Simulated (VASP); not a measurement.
# Li (P4/mmm) in VASP: settings compared

Aim: see how the results for Li move with the level of theory and the settings. Levels: PBEsol, RPBE, revPBE, BLYP. Tasks: band structure.

Everything below comes from runs of VASP 6.6.1. Logs are shortened: lines on timing, memory, paths and dates and some standing lists are left out, and cuts for length are marked.

## 1. The structure

The structure is tetragonal, space group P4/mmm (No. 123). Conventional cell: a = 5.334 Å, b = 5.334 Å, c = 2.803 Å, α = 90.00°, β = 90.00°, γ = 90.00°. Around Li (site symmetry mmm) lie 4 Li at 2.67 to 2.80 Å. Li (site symmetry 4/mmm) is surrounded by 6 Li at 2.67 to 2.80 Å.

The cell was built by a generator and needn't be a form met in nature.

## 2. Band structure, PBEsol

Input file INCAR:

```
SYSTEM = Li
PREC = Accurate
ENCUT = 520
EDIFF = 1E-7
ISMEAR = -1
SIGMA = 0.05
LREAL = .False.
LASPH = .True.
NELM = 100
ALGO = Normal
ISIF = 2
LWAVE = .False.
LCHARG = .False.
GGA = PS
NBANDS = 12
```

Input file KPOINTS:

```
Automatic mesh
0
Gamma
  5 5 9
  0 0 0
```

Input file POSCAR:

```
Li
1.0
    5.3344400000      0.0000000000      0.0000000000
    0.0000000000      5.3344400000      0.0000000000
    0.0000000000      0.0000000000      2.8026500000
Li
3
Direct
    0.5000000000      0.0000000000      0.5000000000
    0.0000000000      0.5000000000      0.5000000000
    0.5000000000      0.5000000000      0.5000000000
```

Input file KPOINTS_OPT:

```
path GXMGZRAZ,XR,MA
15
line-mode
reciprocal
 0.0000000000  0.0000000000  0.0000000000  G
 0.0000000000  0.5000000000  0.0000000000  X

 0.0000000000  0.5000000000  0.0000000000  X
 0.5000000000  0.5000000000  0.0000000000  M

 0.5000000000  0.5000000000  0.0000000000  M
 0.0000000000  0.0000000000  0.0000000000  G

 0.0000000000  0.0000000000  0.0000000000  G
 0.0000000000  0.0000000000  0.5000000000  Z

 0.0000000000  0.0000000000  0.5000000000  Z
 0.0000000000  0.5000000000  0.5000000000  R

 0.0000000000  0.5000000000  0.5000000000  R
 0.5000000000  0.5000000000  0.5000000000  A

 0.5000000000  0.5000000000  0.5000000000  A
 0.0000000000  0.0000000000  0.5000000000  Z

 0.0000000000  0.5000000000  0.0000000000  X
 0.0000000000  0.5000000000  0.5000000000  R

 0.5000000000  0.5000000000  0.0000000000  M
 0.5000000000  0.5000000000  0.5000000000  A
```

Potentials or basis: VASP PAW PBE potentials, release 64 (Li_sv).

Started as:

```sh
$ cat potpaw_PBE.64/Li_sv/POTCAR > POTCAR
$ mpirun -np 1 vasp_std > vasp.out
```

OUTCAR:

```text
SYSTEM = Li
   PREC = Accurate
   ENCUT = 520
   EDIFF = 1E-7
   ISMEAR = -1
   LREAL = .False.
   LASPH = .True.
   NELM = 100
   ISIF = 2
   GGA = PS

 ion  position               nearest neighbor table
   1  0.500  0.000  0.500-
   2  0.000  0.500  0.500-
   3  0.500  0.500  0.500-

  LATTYP: Found a simple tetragonal cell.
 ALAT       =     5.3344400000
 C/A-ratio  =     0.5253878570

  Lattice vectors:

 A1 = (   5.3344400000,   0.0000000000,   0.0000000000)
 A2 = (   0.0000000000,   5.3344400000,   0.0000000000)
 A3 = (   0.0000000000,   0.0000000000,   2.8026500000)

Analysis of symmetry for initial positions (statically):
=====================================================================
 Subroutine PRICEL returns:
 Original cell was already a primitive cell.

 Routine SETGRP: Setting up the symmetry group for a
 simple tetragonal supercell.

 Subroutine GETGRP returns: Found 16 space group operations
 (whereof 16 operations were pure point group operations)
 out of a pool of 16 trial point group operations.

The static configuration has the point symmetry D_4h.

Analysis of symmetry for dynamics (positions and initial velocities):
=====================================================================
 Subroutine PRICEL returns:
 Original cell was already a primitive cell.

 Routine SETGRP: Setting up the symmetry group for a
 simple tetragonal supercell.

 Subroutine GETGRP returns: Found 16 space group operations
 (whereof 16 operations were pure point group operations)
 out of a pool of 16 trial point group operations.

The dynamic configuration has the point symmetry D_4h.

 Subroutine INISYM returns: Found 16 space group operations
 (whereof 16 operations are pure point group operations),
 and found     1 'primitive' translations

----------------------------------------------------------------------------------------

                                     Primitive cell

  volume of cell :      79.7529

  direct lattice vectors                    reciprocal lattice vectors
     5.334440000  0.000000000  0.000000000     0.187461102  0.000000000  0.000000000
     0.000000000  5.334440000  0.000000000     0.000000000  0.187461102  0.000000000
     0.000000000  0.000000000  2.802650000     0.000000000  0.000000000  0.356805167

  length of vectors
     5.334440000  5.334440000  2.802650000     0.187461102  0.187461102  0.356805167

  position of ions in fractional coordinates (direct lattice)
     0.500000000  0.000000000  0.500000000
     0.000000000  0.500000000  0.500000000
     0.500000000  0.500000000  0.500000000

  ion indices of the primitive-cell ions
   primitive index   ion index
                 1           1
                 2           2
                 3           3

----------------------------------------------------------------------------------------

 KPOINTS: Automatic mesh

Automatic generation of k-mesh.
 Grid dimensions read from file:
 generate k-points for:    5    5    9

 Generating k-lattice:

  Cartesian coordinates                     Fractional coordinates (reciprocal lattice)
     0.037492220  0.000000000  0.000000000     0.200000000  0.000000000  0.000000000
     0.000000000  0.037492220  0.000000000     0.000000000  0.200000000  0.000000000
     0.000000000  0.000000000  0.039645019     0.000000000  0.000000000  0.111111111

  Length of vectors
     0.037492220  0.037492220  0.039645019

  Shift w.r.t. Gamma in fractional coordinates (k-lattice)
     0.000000000  0.000000000  0.000000000

 Subroutine IBZKPT returns following result:
 ===========================================

 Found     30 irreducible k-points:

 Following reciprocal coordinates:
            Coordinates               Weight
  0.000000  0.000000  0.000000      1.000000
  0.200000  0.000000  0.000000      4.000000
  0.400000  0.000000  0.000000      4.000000
  0.200000  0.200000  0.000000      4.000000
  0.400000  0.200000  0.000000      8.000000
  0.400000  0.400000  0.000000      4.000000
[... 16 lines left out ...]
  0.400000  0.200000  0.333333     16.000000
  0.400000  0.400000  0.333333      8.000000
 [... further k-points ...]
   k-points           NKPTS =     30   k-points in BZ     NKDIM =     30   number of bands    NBANDS=     12
   number of dos      NEDOS =    301   number of ions     NIONS =      3
   total plane-waves  NPLWV =  38400
   dimension x,y,z NGX =    40 NGY =   40 NGZ =   24
   dimension x,y,z NGXF=    80 NGYF=   80 NGZF=   48
   ions per type =               3
   NGX,Y,Z   is equivalent  to a cutoff of  12.47, 12.47, 14.24 a.u.
   NGXF,Y,Z  is equivalent  to a cutoff of  24.93, 24.93, 28.47 a.u.
 SYSTEM =  Li
   PREC   = accura    normal or accurate (medium, high low for compatibility)
   ISTART =      0    job   : 0-new  1-cont  2-samecut
   ICHARG =      2    charge: 1-file 2-atom 10-const
   ISPIN  =      1    spin polarized calculation?
   LNONCOLLINEAR =      F non collinear calculations
[... 26 lines left out ...]
  Fermi-wavevector in a.u.,A,eV,Ry     =   0.791116  1.494992  8.515403  0.625864
  Thomas-Fermi vector in A             =   1.896592
   LORBIT       =      0    0 simple, 1 ext, 2 COOP (PROOUT), +10 PAW based schemes
   GGA     = PS    functional components
   LHFCALC =     F    Hartree Fock is set to
   AEXX    =    0.0000 exact exchange contribution
   IVDW    =     0    specifies the selected vdW correction
   LEPSILON=     F    determine dielectric tensor
   LRPA    =     F    only Hartree local field effects (RPA)
 non-spin polarized calculation
  energy-cutoff  :      520.00
  volume of cell :       79.75
 maximum number of plane-waves:      2166
 NGX is ok and might be reduce to    40
   NGX = 19   NGY = 19   NGZ = 11

 number of electron       8.9999993 magnetization

 Free energy of the ion-electron system (eV)
  ---------------------------------------------------
  ext. energy  EPLUGINS =         0.00000000
  ---------------------------------------------------
  free energy    TOTEN  =        -4.96828803 eV

  energy without entropy =       -4.95876189  energy(sigma->0) =       -4.96352496

 E-fermi :  -0.1788     XC(G=0):  -6.2903

 val. band max:       -0.2093378596   @ k =   0.4000   0.2000   0.0000
 cond. band min:      -0.1404395114   @ k =   0.4000   0.0000   0.4444
 fundamental gap:      0.0688983482
 Fermi energy:        -0.1788173281

 k-point     1 :       0.0000    0.0000    0.0000
  band No.  band energies     occupation
      1     -46.8059      2.00000
      2     -46.8043      2.00000
      3     -46.2470      2.00000
      4      -3.2402      2.00000
      5      -0.1322      0.56484
      6      -0.1322      0.56484
      7       2.2890      0.00000
      8       2.8607      0.00000
      9       4.6826      0.00000
     10       4.6826      0.00000
     11       6.5066      0.00000
     12       8.7835      0.00000

 k-point     2 :       0.2000    0.0000    0.0000
  band No.  band energies     occupation
      1     -46.8057      2.00000
      2     -46.8044      2.00000
      3     -46.2471      2.00000
      4      -3.0805      2.00000
      5      -0.7779      1.99999
      6       0.0232      0.03458
      7       2.5912      0.00000
      8       3.4537      0.00000
      9       3.6057      0.00000
     10       4.5739      0.00000
     11       8.0388      0.00000
     12       9.3745      0.00000

 k-point     3 :       0.4000    0.0000    0.0000
  band No.  band energies     occupation
      1     -46.8053      2.00000
      2     -46.8047      2.00000
      3     -46.2473      2.00000
      4      -2.6261      2.00000
      5      -1.7352      2.00000
      6       0.3746      0.00003
      7       2.5121      0.00000
      8       2.9743      0.00000
      9       3.4666      0.00000
     10       5.8813      0.00000
     11       8.3411      0.00000
     12      10.5966      0.00000
[... 286 lines left out ...]
 k-point    23 :       0.4000    0.2000    0.3333
  band No.  band energies     occupation
      1     -46.7933      2.00000
      2     -46.7929      2.00000
      3     -46.2352      2.00000
      4      -0.9167      2.00000
      5       0.1515      0.00270
      6       1.5673      0.00000
      7       3.0889      0.00000
      8       4.4259      0.00000
      9       4.6666      0.00000
     10       5.2092      0.00000
     11       6.8915      0.00000
     12       8.0350      0.00000

 k-point    24 :       0.4000    0.4000    0.3333
  band No.  band energies     occupation
      1     -46.7930      2.00000
      2     -46.7929      2.00000
      3     -46.2354      2.00000
      4      -0.4630      1.99322
      5       0.5141      0.00000
      6       0.6190      0.00000
      7       2.0155      0.00000
      8       4.8200      0.00000
      9       5.1828      0.00000
     10       5.4320      0.00000
     11       7.5824      0.00000
     12       8.2845      0.00000

 [... further k-points ...]

------------------------ aborting loop because EDIFF is reached ----------------------------------------

  FORCE on cell =-STRESS in cart. coord.  units (eV):
  Direction    XX          YY          ZZ          XY          YZ          ZX
  --------------------------------------------------------------------------------------
  -------------------------------------------------------------------------------------
  Total       -0.0066426     -0.0066426     -0.1364843      0.0000000      0.0000000      0.0000000
  in kB       -0.1334443     -0.1334443     -2.7418693      0.0000000      0.0000000      0.0000000
  external PRESSURE =      -1.0029193 kB  Pullay stress =       0.0000000 kB

 VOLUME and BASIS-vectors are now :
 -----------------------------------------------------------------------------
  energy-cutoff  :      520.00
  volume of cell :       79.75
      direct lattice vectors                 reciprocal lattice vectors
     5.334440000  0.000000000  0.000000000     0.187461102  0.000000000  0.000000000
     0.000000000  5.334440000  0.000000000     0.000000000  0.187461102  0.000000000
     0.000000000  0.000000000  2.802650000     0.000000000  0.000000000  0.356805167

 POSITION                                       TOTAL-FORCE (eV/Angst)
 -----------------------------------------------------------------------------------
      2.66722      0.00000      1.40132         0.000000      0.000000      0.000000
      0.00000      2.66722      1.40132         0.000000      0.000000      0.000000
      2.66722      2.66722      1.40132         0.000000      0.000000      0.000000
 -----------------------------------------------------------------------------------
    total drift:                                0.000000      0.000000     -0.000000

  FREE ENERGIE OF THE ION-ELECTRON SYSTEM (eV)
  ---------------------------------------------------
  free  energy   TOTEN  =        -4.9682880316 eV

  energy  without entropy=       -4.9587618895  energy(sigma->0) =       -4.96352496
```

Wall time 46 s (1 thread of AMD EPYC 9R45 (Zen 5), shared host); peak memory 0.15 GiB.

What came out:

```
Free energy             : -4.9683 eV
Band gap along the path : none (metal or under the smearing width)
```

Levels at the corners of the path, in eV from the Fermi level:
| point | band 1 | band 2 | band 3 | band 4 | band 5 | band 6 | band 7 | band 8 |
| --- | --- | --- | --- | --- | --- | --- | --- | --- |
| Γ | -46.63 | -46.63 | -46.07 | -3.06 | 0.05 | 0.05 | 2.47 | 3.04 |
| X | -46.63 | -46.63 | -46.07 | -2.25 | -1.83 | 0.64 | 2.51 | 3.37 |
| X | -46.63 | -46.63 | -46.07 | -2.25 | -1.83 | 0.64 | 2.51 | 3.37 |
| M | -46.63 | -46.63 | -46.07 | -1.58 | -0.93 | -0.93 | -0.30 | 5.87 |
| M | -46.63 | -46.63 | -46.07 | -1.58 | -0.93 | -0.93 | -0.30 | 5.87 |
| Γ | -46.63 | -46.63 | -46.07 | -3.06 | 0.05 | 0.05 | 2.47 | 3.04 |
| Γ | -46.63 | -46.63 | -46.07 | -3.06 | 0.05 | 0.05 | 2.47 | 3.04 |
| Z | -46.61 | -46.61 | -46.05 | -0.38 | 2.16 | 3.23 | 3.66 | 3.66 |
| Z | -46.61 | -46.61 | -46.05 | -0.38 | 2.16 | 3.23 | 3.66 | 3.66 |
| R | -46.61 | -46.61 | -46.05 | 0.39 | 1.48 | 2.78 | 2.78 | 4.14 |
| R | -46.61 | -46.61 | -46.05 | 0.39 | 1.48 | 2.78 | 2.78 | 4.14 |
| A | -46.61 | -46.61 | -46.05 | 1.52 | 1.80 | 1.80 | 2.99 | 3.82 |
| A | -46.61 | -46.61 | -46.05 | 1.52 | 1.80 | 1.80 | 2.99 | 3.82 |
| Z | -46.61 | -46.61 | -46.05 | -0.38 | 2.16 | 3.23 | 3.66 | 3.66 |
| X | -46.63 | -46.63 | -46.07 | -2.25 | -1.83 | 0.64 | 2.51 | 3.37 |
| R | -46.61 | -46.61 | -46.05 | 0.39 | 1.48 | 2.78 | 2.78 | 4.14 |
| M | -46.63 | -46.63 | -46.07 | -1.58 | -0.93 | -0.93 | -0.30 | 5.87 |
| A | -46.61 | -46.61 | -46.05 | 1.52 | 1.80 | 1.80 | 2.99 | 3.82 |

Caveat: the cutoff is under 1.25 times the usual one of these potentials, so pressure, stress and relaxed cells hold a basis-set (Pulay) error; the PAW data sets were made with another functional, which shifts forces and pressure a little.

(Continued in part 2 of 2.)
